## Squeezing tantalum nitride: a missing point on the pressure curve

How closely do eight known volumes of a crystal fix its pressure at a ninth, and what in the crystal makes the answer so definite? The crystal here is tantalum nitride in the rocksalt structure, treated with density-functional theory. The crystal changes only in size, so each tantalum keeps six equally distant nitrogen neighbours. Spin polarisation is left out in all rows. A positive pressure means that the crystal pushes outward and must be held at that volume; a negative one means that it is stretched and pulls inward.

Rocksalt TaN at fixed volumes, computed with Ansatz 0.2.0: all-electron LAPW, PBE functional, scalar-relativistic, no spin polarisation, Gaussian nuclei, 9×9×9 k mesh, Fermi-Dirac smearing of 0.02 eV, basis error target 0.5 meV/atom. Pressure is positive in compression; the energy is the free energy less that of spherical, unpolarised free atoms.

```csv
volume (Å³/atom),shortest distance (Å),pressure (GPa),energy less free atoms (eV/atom)
9.730,2.135,41.71,-9.767
9.932,2.150,31.85,-9.814
10.139,2.164,22.73,-9.849
10.242,2.172,18.52,-9.862
10.346,2.179,14.52,-9.873
10.449,2.186,?,?
10.553,2.193,7.11,-9.887
10.760,2.208,0.43,-9.891
10.967,2.222,-5.58,-9.888
```

### What the known rows say

The energy falls on expansion as far as 10.760 Å³/atom and then rises. The pressure changes sign between that volume and the next, as it must, because pressure is the downhill slope of energy against volume. This is a minimum against a change of size alone: the atoms were held in the rocksalt pattern, and hexagonal forms of TaN are known to lie lower in energy.

The numerical setup is not quite the same in every row. At 10.346 Å³/atom the atomic spheres of the method are much smaller than elsewhere, and the division between core and band electrons varies along the table. Pressures and total energies run smoothly through these changes, so the rows can be compared.

The crystal also softens as it grows. From 9.932 Å³/atom on, take equal steps of 0.207 Å³/atom: the first lowers the pressure by 9.12 GPa, the last by only 6.01 GPa. The pressure curve therefore sags below a straight line drawn between any two of its points, and the missing value should lie a little under the mean of its neighbours.

### Why the crystal pushes back

Electrons confined to less space have more kinetic energy. Against this works the electrical attraction between electrons and nuclei, which outgrows the repulsion between like charges as the atoms approach. Between 9.730 and 10.760 Å³/atom the calculated kinetic energy drops by 7.49 eV/atom, while the electrostatic energy rises by 5.79 and the exchange-correlation energy by 1.57 eV/atom. What remains is a gain of about 0.12 eV/atom, the small difference of large opposing changes.

The last expansion step shows the balance tipping. The kinetic energy still falls, by 1.255 eV/atom, but the other two parts now rise by 1.258 eV/atom. The energy minimum is thus not where relief of kinetic energy ends, but where lost attraction begins to outweigh it.

The virial theorem ties this balance to the pressure. For particles with Coulomb forces, the kinetic energy $T$, potential energy $U$, pressure $P$ and volume $V$ obey $2T+U=3PV$. With the total energy $E=T+U$, this gives

$$\Delta T=-\Delta E+3\,\Delta(PV).$$

From 9.730 to 10.760 Å³/atom, using 1 eV = 160.2 GPa Å³, the table alone gives

$$\Delta T=0.124+\frac{3\,(0.43\times10.760-41.71\times9.730)}{160.2}=-7.39\ \text{eV/atom}.$$

The calculated kinetic change is 1.4% larger in size than this estimate, which contains no fitted constant. Exact agreement is not expected. The Kohn-Sham kinetic energy omits a share due to correlation, but that share should also fall on expansion, so its absence would make the calculated change too small rather than too large. A likelier source of the excess is relativity, which this form of the theorem leaves out, though these rows do not test that. Most of its effect should sit in the tantalum core and nearly cancel in the difference.

At zero pressure the same relation gives $dT/dV=-3B$, where $B=-V\,dP/dV$ is the bulk modulus, the resistance to uniform compression. A stiff crystal is one whose electrons gain kinetic energy quickly when squeezed. This links two totals; it does not tell which orbitals carry the effect.

### A hydrogen atom as a guide

A hydrogen atom with an electron cloud of adjustable radius $R$ shows the same contest. Its energy is $E=a/R^2-b/R$, with positive constants $a$ and $b$: confinement costs kinetic energy, closeness gains attraction. Because the cost grows faster than the gain, the cloud has a best size and becomes stiffer when squeezed.

The likeness has a limit. If $R^3$ plays the part of volume, this formula makes the bulk modulus rise by 3 GPa for each GPa of pressure near the minimum, whereas the TaN rows give about 4.4. Hydrogen has no filled shells. In TaN, electrons of neighbouring atoms must also stay orthogonal to one another where they overlap, which theory expects to steepen the repulsion, though the table does not isolate that part.

### The forecast

The Birch-Murnaghan equation puts this growing stiffness into a short formula. It expands the elastic energy in powers of strain and takes the slope:

$$P=\tfrac32B_0(x^7-x^5)\left[1+\tfrac34(B_0'-4)(x^2-1)\right],\qquad x=(V_0/V)^{1/3}.$$

Here $V_0$ is the volume at zero pressure, $B_0$ the bulk modulus there, and $B_0'$ its rise with pressure. Fitted to the eight known pressures, the formula gives $V_0=10.77$ Å³/atom and $B_0=327$ GPa. Near rest, then, a uniform volume reduction of one per cent takes a little over 3 GPa.

For 10.449 Å³/atom the formula forecasts **10.74 ± 0.05 GPa**, about 0.08 GPa below the neighbours' mean. The bar covers the rounding of the volume and the error of the model.

Integrating the fitted pressure gives the shape of the energy curve, which matches the known energies with a scale factor of 1.001 ± 0.003. Pressures and energies are therefore consistent with each other. The energy forecast is **−9.881 ± 0.001 eV/atom**, about 1 meV below the neighbours' mean; an offset as small as the last printed digit is no sharp test.

### The computed values

The withheld rows as computed:

```csv
volume (Å³/atom),shortest distance (Å),pressure (GPa),energy less free atoms (eV/atom)
10.449,2.186,10.71,-9.881
```

The pressure forecast is 0.025 GPa too high, within its bar. Most of this miss is rounding, not a failure of the formula: the unrounded volume of the run is 10.44944 Å³/atom, and the small excess over the printed value lowers the expected pressure by about 0.016 GPa. The computed pressure lies about 0.1 GPa below the neighbours' mean, as the sag of the curve requires. The energy agrees to the last printed digit.

A spring of constant stiffness, fitted as one straight line to the same eight pressures, misses by 1.32 GPa. Yet a straight line between the two nearest rows misses by only about 0.1 GPa, or 1% of the computed pressure. Constant stiffness is a fair picture over a small step and a poor one over the whole range. The full numerical output follows this section.

The hit confirms that the curve is smooth, not that every pressure on it is right. Spin-orbit coupling is absent, the k mesh was not varied, and PBE tends to make crystals of this kind slightly too large, which means too high a pressure at a given volume. An error from any of these that changes smoothly with volume would shift known and missing rows alike. The depth of the energy is a separate matter: it is measured from spherical, unpolarised atoms, which lie above the true atomic ground states, so it overstates the cohesion. That constant offset leaves the pressure untouched.

For another crystal the same reasoning applies as long as compression changes neither its structure nor its electronic state: interpolate between near neighbours, then go slightly lower in pressure.

Numerical output:

```
fit of pressure on 8 rows: coefficient of 1.5*((s/vol)**(7/3)-(s/vol)**(5/3)) 327.4 +/- 0.17, coefficient of 1.125*((s/vol)**(7/3)-(s/vol)**(5/3))*((s/vol)**(2/3)-1) 116.7 +/- 3.8, s 10.77; rms 0.00692, worst 10.242 0.0123, leave-one-out rms 0.0133
  rows outside the fit (model, value, miss): 10.449 10.74, 10.71, 0.0251
zero-pressure volume, Å³/atom: 10.77
zero-pressure conventional edge, Å: 4.417
pressure derivative of the bulk modulus: 4.356
fit of pressure on 8 rows: constant 408.9 +/- 15, coefficient of vol -37.98 +/- 1.5; rms 1.41, worst 9.73 -2.37, leave-one-out rms 2.24
  rows outside the fit (model, value, miss): 10.449 12.03, 10.71, 1.32
fit of energy_less_free_atoms on 8 rows: constant -9.892 +/- 0.00016, coefficient of estrain 1.001 +/- 0.0029; rms 0.000292, worst 10.76 -0.000519, leave-one-out rms 0.0005
  rows outside the fit (model, value, miss): 10.449 -9.881, -9.881, 7.9e-05
mean bulk modulus between the two smallest volumes, GPa: 479.9
mean bulk modulus between the two largest volumes, GPa: 315.4
mean pressure of the two neighbours of the withheld row, GPa: 10.81
forecast less that mean, GPa: -0.07988
pressure error from rounding the volume by 0.0005 Å³/atom, GPa: 0.0179
kinetic change from 9.730 to 10.760 Å³/atom, eV/atom: -7.491
electrostatic change over the same range, eV/atom: 5.793
exchange-correlation change over the same range, eV/atom: 1.574
kinetic change expected from the virial theorem, eV/atom: -7.388
computed over virial kinetic change: 1.014
kinetic change from 10.760 to 10.967 Å³/atom, eV/atom: -1.255
electrostatic plus exchange-correlation change there, eV/atom: 1.258
computed over virial kinetic change there: 1.015
```
